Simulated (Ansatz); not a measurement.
Here is an Ansatz 0.2.0 calculation.

The input input.yaml:

```yaml
crystal:
  lattice:
    - [3.811, 0.0, 0.0]
    - [-1.9055, 3.3004228138, 0.0]
    - [0.0, 0.0, 6.234]
  atoms:
    - { symbol: Zn, position: [0.6666666667, 0.3333333333, 0.5] }
    - { symbol: Zn, position: [0.3333333333, 0.6666666667, 0.0] }
    - { symbol: S, position: [0.6666666667, 0.3333333333, 0.885] }
    - { symbol: S, position: [0.3333333333, 0.6666666667, 0.385] }
hamiltonian:
  xc: { exchange: pbe, correlation: pbe, exx: { coeff: 0.25, omega: 0.2 } }
  pseudopotentials: { kind: paw }
kpoints:
  mp_grid: { grid: [4, 4, 3] }
scf:
  occupations: { method: fermi_dirac, width: 0.05 }
output:
  forces: true
  stress: true
  eigenvalues: true
```

Potentials or basis: Ansatz PAW.

Command:

```console
$ ansatz run input.yaml --threads 2 --pin off --max-ram 5632MiB --backend cpu --events-out ev --progress --plain --runs-dir out
```

(1) Predict the band gap on the k mesh.

(2) What does it give for the pressure?

(3) Predict the largest force.

Results:

(1) 3.49 eV, direct.

(2) 1.8 GPa.

(3) 0.336 eV/Å.

Caveat: the k mesh is coarse (spacing up to 0.48 Å⁻¹), so the values aren't converged, least of all with exact exchange; odd divisions of the mesh miss points on the zone boundary, where band edges often lie, so the gap on the mesh can be too wide; the PAW data sets come from PBE, with cores solved anew for the run's functional, which leaves a small shift of forces and pressure; the thresholds are loose for stress.
